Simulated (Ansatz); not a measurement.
# RbCl: the cost of one run

Method: DFT PBE, scalar-relativistic, plane waves, PAW, in Ansatz 0.2.0.

1 further run of the same task is left out (set aside as unsound or not needed).

### Step 1. The starting structure

It takes space group Fm-3m (No. 225, cubic). Conventional cell: a = 6.548 Å, b = 6.548 Å, c = 6.548 Å, α = 90.00°, β = 90.00°, γ = 90.00°. Rb (site symmetry m-3m) is surrounded by 6 Cl at 3.27 Å. Around Cl (site symmetry m-3m) lie 6 Rb at 3.27 Å.

Structure file:

```
CELL_PARAMETERS angstrom
0.00000 3.27400 3.27400
3.27400 0.00000 3.27400
3.27400 3.27400 0.00000
ATOMIC_POSITIONS crystal
Rb 0.00000 0.00000 0.00000
Cl 0.50000 0.50000 0.50000
```

The structure comes from the Crystallography Open Database.

### Step 2. A change within the space group

The change: strain xx, yy, zz, yz, xz, xy = +1.0, +1.0, +1.0, +0.0, +0.0, +0.0 %.

Contents of input.yaml:

```yaml
crystal:
  lattice:
    - [0.0, 3.30598698, 3.30598698]
    - [3.30598698, 0.0, 3.30598698]
    - [3.30598698, 3.30598698, 0.0]
  atoms:
    - { symbol: Rb, position: [0.0, 0.0, 0.0] }
    - { symbol: Cl, position: [0.5, 0.5, 0.5] }
basis:
  ecutwfc: 420
kpoints:
  mp_grid: { grid: [6, 6, 6] }
hamiltonian:
  xc: pbe
scf:
  occupations: { method: gaussian, width: 0.02 }
output:
  forces: true
  stress: true
  eigenvalues: true
  populations: true
```

Q: Estimate wall time and peak memory on 1 thread of an x86-64 CPU, shared host.

About 1 s, with a peak of 0.34 GiB.
